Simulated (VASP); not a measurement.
# K (Im-3m) in VASP: further runs

Runs on K. Level: r2SCAN. Tasks: single point.

Everything below comes from runs of VASP 6.6.1. Logs are shortened: lines on timing, memory, paths and dates and some standing lists are left out, and cuts for length are marked.

## Step 1: The crystal as given

It takes space group Im-3m (No. 229, cubic). The conventional cell has a = 5.395 Å, b = 5.395 Å, c = 5.395 Å, α = 90.00°, β = 90.00°, γ = 90.00°.

## Step 2: Single point, r2SCAN

File INCAR:

```
SYSTEM = K
ADDGRID = .False.
ALGO = Normal
EDIFF = 1E-5
ENCUT = 450
ISIF = 2
ISMEAR = -1
LASPH = .True.
LCHARG = .False.
LMIXTAU = .True.
LREAL = .False.
LWAVE = .False.
METAGGA = R2SCAN
NBANDS = 10
NELM = 100
PREC = Accurate
SIGMA = 0.15
```

File KPOINTS:

```
k-points
0
Gamma
  4 4 4
  0 0 0
```

File POSCAR:

```
K
1.0
   -2.6975585167      2.6975585167      2.6975585167
    2.6975585167     -2.6975585167      2.6975585167
    2.6975585167      2.6975585167     -2.6975585167
K
1
Direct
    0.0000000000      0.0000000000      0.0000000000
```

Potentials or basis: VASP PAW PBE potentials, release 64 (K_pv).

Command:

```bash
> cat potpaw_PBE.64/K_pv/POTCAR > POTCAR
> mpirun -np 1 vasp_std > vasp.out
```

OUTCAR:

```text
SYSTEM = K
   EDIFF = 1E-5
   ENCUT = 450
   ISIF = 2
   ISMEAR = -1
   LASPH = .True.
   LREAL = .False.
   METAGGA = R2SCAN
   NELM = 100
   PREC = Accurate

 Found      8 irreducible k-points:

 Following reciprocal coordinates:
            Coordinates               Weight
  0.000000  0.000000  0.000000      1.000000
  0.250000  0.000000  0.000000     12.000000
  0.500000  0.000000  0.000000      6.000000
  0.250000  0.250000  0.000000     24.000000
  0.250000  0.250000  0.250000      2.000000
 -0.250000  0.250000  0.250000      6.000000
   k-points           NKPTS =      8   k-points in BZ     NKDIM =      8   number of bands    NBANDS=     10
   number of dos      NEDOS =    301   number of ions     NIONS =      1
   total plane-waves  NPLWV =  32768
   dimension x,y,z NGX =    32 NGY =   32 NGZ =   32
   dimension x,y,z NGXF=    64 NGYF=   64 NGZF=   64
   ions per type =               1
   NGX,Y,Z   is equivalent  to a cutoff of  11.39, 11.39, 11.39 a.u.
   NGXF,Y,Z  is equivalent  to a cutoff of  22.77, 22.77, 22.77 a.u.
 SYSTEM =  K
   PREC   = accura    normal or accurate (medium, high low for compatibility)
   ISTART =      0    job   : 0-new  1-cont  2-samecut
   ICHARG =      2    charge: 1-file 2-atom 10-const
   ISPIN  =      1    spin polarized calculation?
   LNONCOLLINEAR =      F non collinear calculations
   LSORBIT =      F    spin-orbit coupling
   LASPH  =      T    aspherical Exc in radial PAW
   ENCUT  =  450.0 eV  33.07 Ry    5.75 a.u.   8.08  8.08  8.08*2*pi/ulx,y,z
   NELM   =    100;   NELMIN=  2; NELMDL= -5     # of ELM steps
   EDIFF  = 0.1E-04   stopping-criterion for ELM
   LREAL  =      F    real-space projection
   EDIFFG = 0.1E-03   stopping-criterion for IOM
   NSW    =      0    number of steps for IOM
   IBRION =     -1    ionic relax: 0-MD 1-quasi-New 2-CG
   NFREE  =      0    steps in history (QN), initial steepest desc. (CG)
   ISIF   =      2    stress and relaxation
   ISYM   =      2    0-nonsym 1-usesym 2-fastsym
   POTIM  = 0.5000    time-step for ionic-motion
   TEBEG  =    0.0;   TEEND  =   0.0 temperature during run
   PSTRESS=    0.0 pullay stress
   NELECT =       7.0000    total number of electrons
   NUPDOWN=      -1.0000    fix difference up-down
   EMIN   =  10.00;   EMAX   =-10.00  energy-range for DOS
   EFERMI =   0.00;   METHOD = LEGACY
   ISMEAR =    -1;   SIGMA  =   0.15  broadening in eV -4-tet -1-fermi 0-gaus
   EFERMI_NEDOS =   21; number of points for ismear=-14 and -15
   IALGO  =     38    algorithm
   IMIX   =      4    mixing-type and parameters
     AMIX     =   0.40;   BMIX     =  1.00
     AMIX_MAG =   1.60;   BMIX_MAG =  1.00
  volume/ion in A,a.u.               =      78.52       529.87
  Fermi-wavevector in a.u.,A,eV,Ry     =   0.731335  1.382024  7.277097  0.534852
  Thomas-Fermi vector in A             =   1.823527
   LORBIT       =      0    0 simple, 1 ext, 2 COOP (PROOUT), +10 PAW based schemes
   METAGGA = R2SCAN    functional components
   LHFCALC =     F    Hartree Fock is set to
   AEXX    =    0.0000 exact exchange contribution
   IVDW    =     0    specifies the selected vdW correction
   LEPSILON=     F    determine dielectric tensor
   LRPA    =     F    only Hartree local field effects (RPA)
 non-spin polarized calculation
  energy-cutoff  :      450.00
  volume of cell :       78.52
 maximum number of plane-waves:      1724
   NGX = 17   NGY = 17   NGZ = 17

 number of electron       7.0000001 magnetization

 Free energy of the ion-electron system (eV)
  ---------------------------------------------------
  ext. energy  EPLUGINS =         0.00000000
  ---------------------------------------------------
  free energy    TOTEN  =        -5.97518943 eV

  energy without entropy =       -5.89064680  energy(sigma->0) =       -5.93291812

 E-fermi :  -1.2310     XC(G=0):  -5.7869

 val. band max:       -1.2519994483   @ k =   0.2500   0.2500   0.0000
 cond. band min:      -0.6406031164   @ k =   0.5000   0.0000   0.0000
 fundamental gap:      0.6113963319
 Fermi energy:        -1.2309903788

 k-point     1 :       0.0000    0.0000    0.0000
  band No.  band energies     occupation
      1     -17.4915      2.00000
      2     -17.4915      2.00000
      3     -17.4915      2.00000
      4      -3.4269      2.00000
      5       3.5617      0.00000
      6       3.5618      0.00000
      7       3.5618      0.00000
      8       4.5400      0.00000
      9       4.5400      0.00000
     10       7.0476      0.00000

 k-point     2 :       0.2500    0.0000    0.0000
  band No.  band energies     occupation
      1     -17.5198      2.00000
      2     -17.5009      2.00000
      3     -17.4915      2.00000
      4      -2.6576      1.99985
      5       1.9567      0.00000
      6       2.7859      0.00000
      7       4.1736      0.00000
      8       4.3394      0.00000
      9       4.4155      0.00000
     10       6.6903      0.00000

 k-point     3 :       0.5000    0.0000    0.0000
  band No.  band energies     occupation
      1     -17.5476      2.00000
      2     -17.5102      2.00000
      3     -17.4915      2.00000
      4      -0.6406      0.03831
      5      -0.5999      0.02933
      6       2.2825      0.00000
      7       4.1769      0.00000
      8       4.9772      0.00000
      9       5.1714      0.00000
     10       5.6189      0.00000

 k-point     4 :       0.2500    0.2500    0.0000
  band No.  band energies     occupation
      1     -17.5372      2.00000
      2     -17.5149      2.00000
      3     -17.4973      2.00000
      4      -1.2520      1.06992
      5       0.7684      0.00000
      6       1.3836      0.00000
      7       3.9610      0.00000
      8       4.3419      0.00000
      9       5.1432      0.00000
     10       6.1319      0.00000

 k-point     5 :       0.2500    0.2500    0.2500
  band No.  band energies     occupation
      1     -17.5188      2.00000
      2     -17.5188      2.00000
      3     -17.5187      2.00000
      4       0.3082      0.00007
      5       0.3084      0.00007
      6       0.3084      0.00007
      7       2.2379      0.00000
      8       5.2757      0.00000
      9       5.2757      0.00000
     10       6.5513      0.00000

 k-point     6 :      -0.2500    0.2500    0.2500
  band No.  band energies     occupation
      1     -17.5206      2.00000
      2     -17.5110      2.00000
      3     -17.5109      2.00000
      4      -1.9349      1.98185
      5       1.8846      0.00000
      6       2.5899      0.00000
      7       2.5900      0.00000
      8       4.3460      0.00000
      9       4.4947      0.00000
     10       5.9466      0.00000

 [... further k-points ...]

------------------------ aborting loop because EDIFF is reached ----------------------------------------

  FORCE on cell =-STRESS in cart. coord.  units (eV):
  Direction    XX          YY          ZZ          XY          YZ          ZX
  --------------------------------------------------------------------------------------
  -------------------------------------------------------------------------------------
  Total       -0.0033234     -0.0033234     -0.0033234      0.0000000     -0.0000000     -0.0000000
  in kB       -0.0678148     -0.0678148     -0.0678148      0.0000000     -0.0000000     -0.0000000
  external PRESSURE =      -0.0678148 kB  Pullay stress =       0.0000000 kB

 VOLUME and BASIS-vectors are now :
 -----------------------------------------------------------------------------
  energy-cutoff  :      450.00
  volume of cell :       78.52
      direct lattice vectors                 reciprocal lattice vectors
    -2.697558517  2.697558517  2.697558517     0.000000000  0.185352791  0.185352791
     2.697558517 -2.697558517  2.697558517     0.185352791  0.000000000  0.185352791
     2.697558517  2.697558517 -2.697558517     0.185352791  0.185352791  0.000000000

 POSITION                                       TOTAL-FORCE (eV/Angst)
 -----------------------------------------------------------------------------------
      0.00000      0.00000      0.00000        -0.000000      0.000000     -0.000000
 -----------------------------------------------------------------------------------
    total drift:                                0.000000      0.000000     -0.000000

  FREE ENERGIE OF THE ION-ELECTRON SYSTEM (eV)
  ---------------------------------------------------
  free  energy   TOTEN  =        -5.9751894336 eV

  energy  without entropy=       -5.8906468023  energy(sigma->0) =       -5.93291812
```

It took 17 s on 1 thread of Intel Xeon Platinum 8559C (Emerald Rapids), shared host; peak memory 0.18 GiB.

These settings aren't checked as converged: the numbers below hold their error.

Results:

| Quantity | Value |
| --- | --- |
| Free energy | -5.9752 eV |
| Pressure | 0.0 GPa |
| Band gap on the k mesh | none (metal or under the smearing width) |

Caveat: the k mesh is coarse (spacing up to 0.41 Å⁻¹), so the values aren't converged; the PAW data sets were made with another functional, which shifts forces and pressure a little.

## Step 3: Single point, r2SCAN

INCAR is that of step 2.

KPOINTS is that of step 2.

File POSCAR:

```
K
1.0
   -2.6491090000      2.6630490000      2.6437420000
    2.6773590000     -2.6874940000      2.6964360000
    2.7342160000      2.7726000000     -2.6681870000
K
1
Direct
   -0.0060180000      0.0074470000      0.0002300000
```

Potentials or basis: VASP PAW PBE potentials, release 64 (K_pv).

Command:

```bash
> cat potpaw_PBE.64/K_pv/POTCAR > POTCAR
> mpirun -np 1 vasp_std > vasp.out
```

OUTCAR:

```text
SYSTEM = K
   EDIFF = 1E-5
   ENCUT = 450
   ISIF = 2
   ISMEAR = -1
   LASPH = .True.
   LREAL = .False.
   METAGGA = R2SCAN
   NELM = 100
   PREC = Accurate

 Found     36 irreducible k-points:

 Following reciprocal coordinates:
            Coordinates               Weight
  0.000000  0.000000  0.000000      1.000000
  0.250000  0.000000 -0.000000      2.000000
  0.500000  0.000000 -0.000000      1.000000
  0.000000  0.250000  0.000000      2.000000
  0.250000  0.250000 -0.000000      2.000000
  0.500000  0.250000 -0.000000      2.000000
   k-points           NKPTS =     36   k-points in BZ     NKDIM =     36   number of bands    NBANDS=     10
   number of dos      NEDOS =    301   number of ions     NIONS =      1
   total plane-waves  NPLWV =  36864
   dimension x,y,z NGX =    32 NGY =   32 NGZ =   36
   dimension x,y,z NGXF=    64 NGYF=   64 NGZF=   72
   ions per type =               1
   NGX,Y,Z   is equivalent  to a cutoff of  11.58, 11.43, 12.68 a.u.
   NGXF,Y,Z  is equivalent  to a cutoff of  23.16, 22.86, 25.36 a.u.
 SYSTEM =  K
   PREC   = accura    normal or accurate (medium, high low for compatibility)
   ISTART =      0    job   : 0-new  1-cont  2-samecut
   ICHARG =      2    charge: 1-file 2-atom 10-const
   ISPIN  =      1    spin polarized calculation?
   LNONCOLLINEAR =      F non collinear calculations
[... 62 lines left out ...]
      2     -17.4942      2.00000
      3     -17.4931      2.00000
      4      -3.4274      2.00000
      5       3.4701      0.00000
      6       3.5328      0.00000
      7       3.6630      0.00000
      8       4.5057      0.00000
      9       4.6065      0.00000
     10       6.8416      0.00000
[... 53 lines left out ...]
 k-point     6 :       0.5000    0.2500   -0.0000
  band No.  band energies     occupation
      1     -17.5474      2.00000
      2     -17.5160      2.00000
      3     -17.4987      2.00000
      4      -1.2026      0.90885
      5       0.7886      0.00000
      6       1.4141      0.00000
      7       3.9078      0.00000
      8       4.3009      0.00000
      9       5.0662      0.00000
     10       6.2454      0.00000

 [... further k-points ...]

------------------------ aborting loop because EDIFF is reached ----------------------------------------

  FORCE on cell =-STRESS in cart. coord.  units (eV):
  Direction    XX          YY          ZZ          XY          YZ          ZX
  --------------------------------------------------------------------------------------
  -------------------------------------------------------------------------------------
  Total        0.0018101      0.0006127      0.0105539     -0.0123596      0.0034709     -0.0012114
  in kB        0.0369343      0.0125016      0.2153522     -0.2521991      0.0708250     -0.0247186
  external PRESSURE =       0.0882627 kB  Pullay stress =       0.0000000 kB

 VOLUME and BASIS-vectors are now :
 -----------------------------------------------------------------------------
  energy-cutoff  :      450.00
  volume of cell :       78.52
      direct lattice vectors                 reciprocal lattice vectors
    -2.649109000  2.663049000  2.643742000    -0.003889548  0.184877607  0.188126541
     2.677359000 -2.687494000  2.696436000     0.183848792 -0.002040834  0.186277758
     2.734216000  2.772600000 -2.668187000     0.181941348  0.181121382 -0.000133391

 POSITION                                       TOTAL-FORCE (eV/Angst)
 -----------------------------------------------------------------------------------
     -2.61260      2.62765      2.64730        -0.000000      0.000000      0.000000
 -----------------------------------------------------------------------------------
    total drift:                               -0.000001      0.000022      0.000011

  FREE ENERGIE OF THE ION-ELECTRON SYSTEM (eV)
  ---------------------------------------------------
  free  energy   TOTEN  =        -5.9749788346 eV

  energy  without entropy=       -5.8913664295  energy(sigma->0) =       -5.93317263
```

It took 63 s on 1 thread of Intel Xeon Platinum 8559C (Emerald Rapids), shared host; peak memory 0.19 GiB.

The run converged, but some of its settings lie outside the range that counts as converged, so its numbers aren't taken as properties of the crystal.

What came out:

```yaml
Free_energy: -5.9750 eV
Pressure: 0.0 GPa
Band_gap_on_the_k_mesh: none (metal or under the smearing width)
```

Caveat: the k mesh is coarse (spacing up to 0.41 Å⁻¹), so the values aren't converged; the PAW data sets were made with another functional, which shifts forces and pressure a little.

## Step 4: Single point, r2SCAN

INCAR: that of step 3 with these lines changed.

```diff
@@ -1,5 +1,5 @@
 SYSTEM = K
-ADDGRID = .False.
+ADDGRID = .True.
 ALGO = Normal
-EDIFF = 1E-5
+EDIFF = 1E-6
 ENCUT = 450
```

KPOINTS is that of step 3.

File POSCAR:

```
K
1.0
   -2.6975585167      2.6975585167      2.6975585167
    2.6975585167     -2.6975585167      2.6975585167
    2.6975585167      2.6975585167     -2.6975585167
K
1
Direct
    0.0000000000      0.0000000000      0.0000000000
```

Command:

```bash
> cat potpaw_PBE.64/K_pv/POTCAR > POTCAR
> mpirun -np 1 vasp_std > vasp.out
```

Run time: 30 s. Hardware: 1 thread of Intel Xeon Platinum 8559C (Emerald Rapids), shared host; peak memory 0.28 GiB.

The run converged, but some of its settings lie outside the range that counts as converged, so its numbers aren't taken as properties of the crystal.

Results:

```yaml
Free_energy: -5.9752 eV
Pressure: 0.0 GPa
Band_gap_on_the_k_mesh: none (metal or under the smearing width)
```

Caveat: the k mesh is coarse (spacing up to 0.41 Å⁻¹), so the values aren't converged; the PAW data sets were made with another functional, which shifts forces and pressure a little.

[end of part 1 of 2]
